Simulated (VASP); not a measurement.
Crystal: Ca.

```
CELL_PARAMETERS angstrom
-2.24000 2.24000 2.24000
2.24000 -2.24000 2.24000
2.24000 2.24000 -2.24000
ATOMIC_POSITIONS crystal
Ca 0.00000 0.00000 0.00000
```

This isn't the form of Ca at room conditions, which is fcc.

- Program: VASP 6.6.1
- Task: relaxation of cell and atoms
- Functional: PW91
- Potentials or basis: VASP PAW PBE potentials, release 64 (Ca_sv)
- Cutoff: 600 eV
- k mesh: 8 × 8 × 8
- Occupations: fermi-dirac, width 0.05 eV
- Spin: no spin polarisation

At the start: pressure -1.1 GPa; volume 44.96 Å³/atom.

**Question.** Where does the relaxation end?

**Answer.** Over 3 steps the energy falls by 11.0 meV/atom and the volume is 41.88 Å³/atom (-6.8 %); space group Im-3m (No. 229, to 0.05 Å).

Step by step:
```
step  energy change (eV)  largest force (eV/Å)  pressure (GPa)  volume (Å³)
   1              0.0000                0.0000           -1.07        44.96
   2             -0.0093                0.0000           -0.45        43.02
   3             -0.0110                0.0000           -0.03        41.88
```

Final structure:
```
CELL_PARAMETERS angstrom
-2.18764 2.18764 2.18764
2.18764 -2.18764 2.18764
2.18764 2.18764 -2.18764
ATOMIC_POSITIONS crystal
Ca 0.00000 0.00000 0.00000
```

Caveat: the PAW data sets were made with another functional, which shifts forces and pressure a little.
